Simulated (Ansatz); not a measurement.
**Er: equation of state with PBE**

Er:

```
Er
1.0
    -1.97794    1.97794    1.97794
     1.97794   -1.97794    1.97794
     1.97794    1.97794   -1.97794
Er
1
Direct
  0.00000 0.00000 0.00000
```

This isn't the form of Er at room conditions, which is hcp.

```json
{
  "Program": "Ansatz 0.2.0",
  "Task": "equation of state",
  "Functional": "PBE",
  "Potentials or basis": "all-electron LAPW, scalar-relativistic",
  "Basis error allowed": "0.0005 eV/atom",
  "k mesh": "9 × 9 × 9",
  "Occupations": "fermi-dirac, width 0.05 eV",
  "Spin": "collinear spin, ferromagnetic start",
  "Starting moments": "[3.0] μB"
}
```

| Item | Value |
| --- | --- |
| Equilibrium volume | 33.97 Å³/atom (rough: see the caveat) |
| Bulk modulus | 24 GPa (rough) |

Energy against volume, from the lowest point:
```
volume (Å³/atom)  energy (meV/atom)
          29.096              63.78
          29.715              46.30
          30.334              31.87
          30.953              20.24
          31.572              11.19
          32.191               4.51
          32.810               0.00
```

All runs of the series together: 2.8 min on 2 threads of Intel(R) Xeon(R) 6975P-C (Granite Rapids), with other jobs on the host.

Caveat: the minimum lies outside the volumes run. The state reached can hang on the start; a lower one may exist.
